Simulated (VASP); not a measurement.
Here is a VASP 6.6.1 calculation.

File INCAR:

```
PREC = Accurate
ENCUT = 600
EDIFF = 1E-7
ISMEAR = 0
SIGMA = 0.03
LREAL = F
LASPH = T
NELM = 80
ALGO = Normal
ISIF = 2
LWAVE = F
LCHARG = F
METAGGA = R2SCAN
LMIXTAU = T
IBRION = 2
NSW = 40
EDIFFG = -0.01
```

The input KPOINTS:

```
Automatic mesh
0
Gamma
  8 8 8
```

The input POSCAR:

```
NaCl                                    
1.0
    0.0000000000      2.7774536534      2.7774536534
    2.7774536534      0.0000000000      2.7774536534
    2.7774536534      2.7774536534      0.0000000000
  Na              Cl            
     1     1
Direct
     0.0000000000000000    0.0000000000000000    0.0000000000000000
     0.5000000000000000    0.5000000000000000    0.5000000000000000
```

Potentials or basis: VASP PAW PBE potentials, release 64 (Na_pv, Cl).

Command:

```sh
$ cat potpaw_PBE.64/Na_pv/POTCAR potpaw_PBE.64/Cl/POTCAR > POTCAR
$ mpirun -np 1 vasp_std > vasp.out
```

Task: What does it give for the band gap on the k mesh?

Result: 6.12 eV, direct.

Final structure:
```
CELL_PARAMETERS angstrom
0.00000 2.77745 2.77745
2.77745 0.00000 2.77745
2.77745 2.77745 0.00000
ATOMIC_POSITIONS crystal
Na 0.00000 0.00000 0.00000
Cl 0.50000 0.50000 0.50000
```

Caveat: the relaxation stopped at its first step, so nothing moved.
